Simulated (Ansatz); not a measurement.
Write the native input for Ansatz 0.2.0 that does the following.

- Task: relaxation of cell and atoms
- Functional: PBEsol
- Potentials or basis: Ansatz PAW
- Cutoff: 420 eV (not typed: the program's choice for these potentials)
- k mesh: 10 × 10 × 10
- Occupations: fermi-dirac, width 0.05 eV
- Spin: no spin polarisation

Crystal: TiAl3.

```xyz
4
Lattice="-1.9111 1.9111 4.2807 1.9111 -1.9111 4.2807 1.9111 1.9111 -4.2807" Properties=species:S:1:pos:R:3 pbc="T T T"
Ti    0.0000    0.0000    0.0000
Al    1.9111    0.0000    2.1403
Al    0.0000    1.9111    2.1403
Al    0.0000    0.0000    4.2807
```

The cell comes from a database or a generator and needn't be the stable form of this composition.

The input as run:

input.yaml

```yaml
crystal:
  lattice:
    - [-1.9111067713, 1.9111067713, 4.2806687947]
    - [1.9111067713, -1.9111067713, 4.2806687947]
    - [1.9111067713, 1.9111067713, -4.2806687947]
  atoms:
    - { symbol: Ti, position: [0.0, 0.0, 0.0] }
    - { symbol: Al, position: [0.25, 0.75, 0.5] }
    - { symbol: Al, position: [0.75, 0.25, 0.5] }
    - { symbol: Al, position: [0.5, 0.5, 0.0] }
hamiltonian:
  xc: pbesol
  pseudopotentials: { kind: paw }
kpoints:
  mp_grid: { grid: [10, 10, 10] }
scf:
  occupations: { method: fermi_dirac, width: 0.05 }
output:
  forces: true
  stress: true
  eigenvalues: true
relax:
  f_tol: 0.01
  max_steps: 40
  cell: { stress_tol: 0.05 }
```

Potentials or basis: Ansatz PAW.

Launch:

```sh
$ ansatz run input.yaml --threads 2 --pin off --max-ram 5632MiB --backend cpu --events-out ev --progress --plain --runs-dir out
```

Results of the run:

```yaml
Relaxed_volume: 15.57 Å³/atom
Relaxed_cell: a = 5.054 Å, b = 5.054 Å, c = 5.054 Å, α = 135.63°, β = 135.63°, γ = 64.56°
Space_group_after_relaxing_to_0.05_Å: I4/mmm (No. 139)
Energy_gained_by_relaxing: 0.1 meV/atom
Ionic_steps: 4
Pressure_after_relaxing: 0.0 GPa
Band_gap_on_the_k_mesh: none (metal or under the smearing width)
```

Caveat: the plane-wave basis is chosen anew once the cell has moved, so the energies of steps on either side of that aren't comparable; the PAW data sets come from PBE, with cores solved anew for the run's functional, which leaves a small shift of forces and pressure.

Run time: 11 s on 2 threads of Arm Neoverse V2, with other jobs on the host, peak memory 0.41 GiB.
